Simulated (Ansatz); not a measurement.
Runs of Ansatz 0.2.0 on CuO. The typed cell holds 8 atoms: a = 2.900 Å, b = 5.129 Å, c = 5.643 Å, α = 93.94°, β = 101.64°, γ = 97.69°. 

```csv
task,level,U,cell,cutoff (eV),target pressure (GPa),points for each segment of the path,hubbard projectors,double counting,gap on the mesh (eV),pressure (GPa),relaxed volume (Å³/atom)
relaxation of cell and atoms,PBEsol,-,relaxed to 30 GPa from: atom 8 moved 0.30 Å,420,30,-,-,-,none,30.0,-
relaxation of cell and atoms,PBEsol,-,relaxed to 10 GPa from: atom 8 moved 0.30 Å,420,10,-,-,-,none,10.0,-
relaxation of cell and atoms,PBEsol,-,relaxed to 2 GPa from: atom 8 moved 0.30 Å,420,2,-,-,-,none,2.0,-
relaxation of cell and atoms,PBEsol,-,relaxed to 5 GPa from: atom 8 moved 0.30 Å,420,5,-,-,-,none,5.0,-
relaxation of cell and atoms,PBEsol,-,relaxed from: atom 8 moved 0.30 Å,420,0,-,-,-,none,0.0,10.67
relaxation of cell and atoms,PBEsol,-,relaxed to 20 GPa from: atom 8 moved 0.30 Å,420,20,-,-,-,none,20.0,-
band structure,PBEsol+U,Cu d U = 5.3 eV,as given,420,-,10,ortho-atomic (the default),fll (the default),none,3.1,-
relaxation of cell and atoms,r2SCAN+D3(BJ),-,relaxed,500,-,-,-,-,none,0.0,(a)
```

Alike in all rows: potentials or basis Ansatz PAW; no spin polarisation; k mesh 9 × 5 × 5; smearing fermi-dirac 0.05 eV.

Question: Fill in the values left out.

Answer: (a) 10.60.

Caveats: the run has no spin polarisation, though such a crystal can be magnetic; the PAW data sets come from PBE, with cores solved anew for the run's functional, which leaves a small shift of forces and pressure; the plane-wave basis is chosen anew once the cell has moved, so the energies of steps on either side of that aren't comparable (some runs); semilocal functionals often make such compounds metallic where correlation or magnetic order opens a gap, which also shifts bond lengths (some runs); the volume moved by over 15 % at a fixed basis, so the end points are rough (some runs); U without spin polarisation on a metal has little footing (some runs); forces of over 1 eV/Å show positions far from the minimum, so gaps and moduli don't describe the material at rest (some runs).

A gap of «none» marks a metal or a gap under the smearing width.

Runs at the PBE level aren't shown here.
